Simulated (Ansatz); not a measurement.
GaN built on the wurtzite prototype was put through Ansatz (plane waves). It starts from the PBE minimum.

The cell given to it:
```xyz
4
Lattice="3.2183 0.0000 0.0000 -1.6092 2.7871 0.0000 0.0000 0.0000 5.2433" Properties=species:S:1:pos:R:3 pbc="T T T"
Ga    0.0000    1.8581   -0.0045
Ga    1.6092    0.9290    2.6172
N     0.0000    1.8581    1.9707
N     1.6092    0.9290    4.5923
```

Output, abridged:
```
Functional definition: r2SCAN
  parameter k0 = 0.174
  parameter k1 = 0.065
  parameter a1 = 4.9479
  exchange = r2scan_x(k0 = k0, k1 = k1, a1 = a1)
  correlation = r2scan_c
Crystal: 4 atoms, lattice volume = 47.032 Å³
Basis set: ecut = 500 eV, 1165 PW (Γ)
Bands: 22, of which v1, the nominal top of the filled ones, is band 18 counted from 1 (17 counted from 0)
Symmetry: 12 space group operations
Space group: P63mc (ITA 186)
k-points: 57 of 576 (time reversal used)
preconditioner: auto → Resta (q_TF=auto, 2.609 Å⁻¹)  ε∞=4.5  [insulator: Δε(μ)=2.078 eV  σ=0.020 eV  ℏωp=32.5 eV]
SCF 1 converged in 8 iterations: F = -8352.743870 eV  dr2 = 3.07e-8
relax step 1: F+E_penalty+E_count = -8352.74386990 eV  max|allowed force component| = 5.720e-3 eV/Å  Δτ_max = 0.0000 Å  P = -6.125 GPa  Ω = 47.032 Å³
SCF 2 converged in 6 iterations: F = -8352.770791 eV  dr2 = 2.17e-7
relax step 2: F+E_penalty+E_count = -8352.77079093 eV  max|allowed force component| = 1.497e-4 eV/Å  Δτ_max = 0.0005 Å  P = -2.334 GPa  Ω = 46.043 Å³
SCF 3 converged in 6 iterations: F = -8352.775238 eV  dr2 = 7.70e-8
relax step 3: F+E_penalty+E_count = -8352.77523773 eV  max|allowed force component| = 2.193e-3 eV/Å  Δτ_max = 0.0003 Å  P = +0.141 GPa  Ω = 45.454 Å³
SCF 4 converged in 4 iterations: F = -8352.775219 eV  dr2 = 2.57e-8
relax step 4: F+E_penalty+E_count = -8352.77521929 eV  max|allowed force component| = 1.558e-2 eV/Å  Δτ_max = 0.0006 Å  P = +0.047 GPa  Ω = 45.475 Å³  (rejected)
SCF 5 converged in 7 iterations: F = -8352.775240 eV  dr2 = 1.78e-11
relax step 5: F+E_penalty+E_count = -8352.77524004 eV  max|allowed force component| = 5.007e-4 eV/Å  Δτ_max = 0.0000 Å  P = +0.086 GPa  Ω = 45.466 Å³
SCF 6 converged in 4 iterations: F = -8352.775234 eV  dr2 = 1.09e-8
relax step 6: F+E_penalty+E_count = -8352.77523416 eV  max|allowed force component| = 4.177e-5 eV/Å  Δτ_max = 0.0000 Å  P = +0.001 GPa  Ω = 45.486 Å³
SCF 7 converged in 7 iterations: F = -8352.774357 eV  dr2 = 4.34e-12
relax step 7: F+E_penalty+E_count = -8352.77435671 eV  max|allowed force component| = 5.931e-5 eV/Å  Δτ_max = 0.0000 Å  P = -0.008 GPa  Ω = 45.486 Å³  (SCF on a basis re-selected at this cell)
Free energy (F): -8352.774357 eV
Fermi energy:    10.670292 eV
--- Per-component energies (eV) ---
  E_band       = -29.670063
  E_kinetic    = 494.364409
  E_local      = -3904.085090
  E_nonlocal   = 952.978079
  E_hartree    = 1801.786284
  E_xc         = -243.547232
  E_vxc        = -287.263129
  E_paw        = -4274.773186
  E_vpaw       = -904.918498
  E_vtau       = 15.681664
  E_ewald      = -3178.132305
  E_core_change = -1.365269
--- Stress (GPa, compression-positive) ---
       -0.006764       0.000000       0.000000
        0.000000      -0.006764       0.000000
        0.000000       0.000000      -0.009054
  P = ⅓ Tr σ = -0.0075 GPa (-0.075 kbar)
--- Relaxed structure (6 steps of the walk, 5 accepted, 1 SCFs on fresh bases) ---
  F+E_penalty+E_count = -8352.77435671 eV   max|allowed force component| = 5.931e-5 eV/Å
  cell:  # Å, volume = 45.4861 Å³
    - [3.183149, 0.000000, 0.000000]
    - [-1.591575, 2.756688, 0.000000]
    - [0.000000, 0.000000, 5.183626]
  atoms:
    - { symbol: Ga, position: [0.333333, 0.666667, -0.000887] }
    - { symbol: Ga, position: [0.666667, 0.333333, 0.499113] }
    - { symbol: N, position: [0.333333, 0.666667, 0.375887] }
    - { symbol: N, position: [0.666667, 0.333333, 0.875887] }
```

Task: What input produced it? Give the YAML.

Result:
```yaml
crystal:
  # lattice and atoms as above
kpoints:
  mp_grid: { grid: [12, 12, 4] }
hamiltonian:
  xc: r2scan
scf:
  occupations: { method: fermi_dirac, width: 0.02 }
relax:
  f_tol: 0.005
  cell: {}
```
The term E_vtau belongs to a meta-GGA, which reads the kinetic-energy density. The relax steps with a changing cell volume need the relax block with cell. This is the file that was run; thresholds and some counts can't be read off the log exactly.

Run as `ansatz run input.yaml --threads 4 --pin off --max-ram 7372MiB --backend cpu --events-out ev --progress --plain --runs-dir out`. Wall time 21 s on 4 threads of Arm Neoverse V1, on a shared host; peak host memory 0.5 GiB.

Spin-unpolarised throughout; all numbers are computed.
